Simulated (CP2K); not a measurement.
The system is KCl.

```
CELL_PARAMETERS angstrom
3.83920 0.00000 0.00000
0.00000 3.83920 0.00000
0.00000 0.00000 3.83920
ATOMIC_POSITIONS crystal
K 0.00000 0.00000 0.00000
Cl 0.50000 0.50000 0.50000
```

Measurements of this composition are mostly on another form, of space group No. 225.

Base run:

| Property | Result |
| --- | --- |
| Program | CP2K 2026.2 |
| Functional | PBE |
| Potentials or basis | POTENTIAL_UZH K GTH-PBE-q9, Cl GTH-PBE-q7; TZVP-MOLOPT-PBE-GTH basis |
| Density cutoff | 9184 eV |
| k mesh | 7 × 7 × 7 |
| Occupations | fermi-dirac, width 0.05 eV |
| Spin | no spin polarisation |

Its results: band gap on the k mesh 4.79 eV, indirect (least direct gap 4.98 eV); pressure 0.0 GPa.

**Question.** The run is repeated on the same cell with these changes: functional from PBE to rev-vdW-DF2. What comes out?

**Answer.** Band gap on the k mesh 4.65 eV, indirect (least direct gap 4.84 eV); pressure -1.3 GPa.

Caveats: an odd mesh through Γ misses points on the zone boundary, where band edges often lie; the basis of atomic orbitals isn't converged, which shifts pressures, moduli and gaps; the potentials were made for another functional, which shifts forces and pressure (some runs).
